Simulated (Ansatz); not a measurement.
# LiH: the cost of one run

Computed with Ansatz 0.2.0 (reference: DFT, HSE06, plane waves, PAW, unless a step's input says otherwise).

2 further runs of the same task are left out: 2 that didn't finish.

### Step 1. The starting structure

It takes space group Pm-3m (No. 221, cubic). Conventional cell: a = 2.502 Å, b = 2.502 Å, c = 2.502 Å, α = 90.00°, β = 90.00°, γ = 90.00°. Around Li (site symmetry m-3m) lie 8 H at 2.17 Å. H (site symmetry m-3m) has 8 Li at 2.17 Å as nearest neighbours.

Structure file:

```xyz
2
Lattice="2.5017 0.0000 0.0000 0.0000 2.5017 0.0000 0.0000 0.0000 2.5017" Properties=species:S:1:pos:R:3 pbc="T T T"
Li    0.0000    0.0000    0.0000
H     1.2508    1.2508    1.2508
```

### Step 2. Reference

input.yaml

```yaml
crystal:
  lattice:
    - [2.5016587118, 0.0, 0.0]
    - [0.0, 2.5016587118, 0.0]
    - [0.0, 0.0, 2.5016587118]
  atoms:
    - { symbol: Li, position: [0.0, 0.0, 0.0] }
    - { symbol: H, position: [0.5, 0.5, 0.5] }
kpoints:
  mp_grid: { grid: [4, 4, 4] }
hamiltonian:
  xc: hse06
scf:
  occupations: { method: fixed }
  n_extra_bands: 4
output:
  forces: true
  stress: true
  eigenvalues: true
```

Launch:

```console
$ ansatz run input.yaml --threads 4 --pin off --max-ram 3686MiB --backend cpu --events-out ev --progress --plain --runs-dir out
```

Q: Estimate wall time and peak memory on 4 threads of an x86-64 CPU, shared host.

About 1.4 s, with a peak of 0.41 GiB.
